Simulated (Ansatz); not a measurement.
AgCl, DFT, PBEsol, all-electron PAW with datasets made for the crystal, scalar-relativistic (Ansatz 0.2.0), run on 1 thread of Intel(R) Xeon(R) 6975P-C (Granite Rapids) on a shared host.

The cell comes from COD entry 9011666, which wasn't checked; take it as a given geometry. The listed cell was then made from it by scaling, straining or moving an atom.

Command: `ansatz run input.yaml --threads 1 --pin off --max-ram 3072MiB --backend cpu --events-out ev --progress --plain --runs-dir out`

```yaml
crystal:
  lattice:
    - [0.0, 2.7356704056, 2.7356704056]
    - [2.7356704056, 0.0, 2.7356704056]
    - [2.7356704056, 2.7356704056, 0.0]
  atoms:
    - { symbol: Ag, position: [0.5, 0.5, 0.5] }
    - { symbol: Cl, position: [0.0, 0.0, 0.0] }
kpoints:
  mp_grid: { grid: [9, 9, 9] }
scf:
  occupations: { method: fermi_dirac, width: 0.01 }
hamiltonian:
  xc: pbesol
  pseudopotentials: { kind: all_electron, datasets: crystal }
output:
  forces: true
  stress: true
  eigenvalues: true
  efg: { contact_densities: true }
```

(1) How large is the problem that the program sets up?

(2) Estimate the wall time and the peak memory.

Answers

(1) 35 irreducible k-points, 387 plane waves at Γ, 13 bands.

(2) 3.3 s of wall time for 8 SCF iterations, with a peak of 0.47 GiB. Times on shared machines scatter by tens of per cent.
